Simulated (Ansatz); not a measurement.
MnS:

```
CELL_PARAMETERS angstrom
0.00000 2.60450 2.60450
2.60450 0.00000 2.60450
2.60450 2.60450 0.00000
ATOMIC_POSITIONS crystal
Mn 0.00000 0.00000 0.00000
S 0.50000 0.50000 0.50000
```

Base run:

- Program: Ansatz 0.2.0
- Functional: PBEsol
- Potentials or basis: all-electron PAW datasets made for the crystal
- Cutoff: 240 eV (chosen from the basis error)
- k mesh: 9 × 9 × 9
- Occupations: fermi-dirac, width 0.05 eV
- Spin: collinear spin, ferromagnetic start
- Starting moments: [4.0, 0.0] μB

Its results: pressure -7.3 GPa; net moment 4.69 μB per cell; site moments Mn +4.19; S +0.14 μB.

The run is repeated on the same cell with these changes: potentials or basis from all-electron PAW datasets made for the crystal to all-electron LAPW, non-relativistic; cutoff from 240 eV (chosen from the basis error) to 217 eV (chosen from the basis error). What comes out?

Pressure -6.7 GPa; net moment 4.69 μB per cell; site moments Mn +4.40; S +0.15 μB.

Caveats: a cell with one magnetic atom can't hold antiferromagnetic order, which such compounds often take.

The runs don't all hold the same shells in valence.
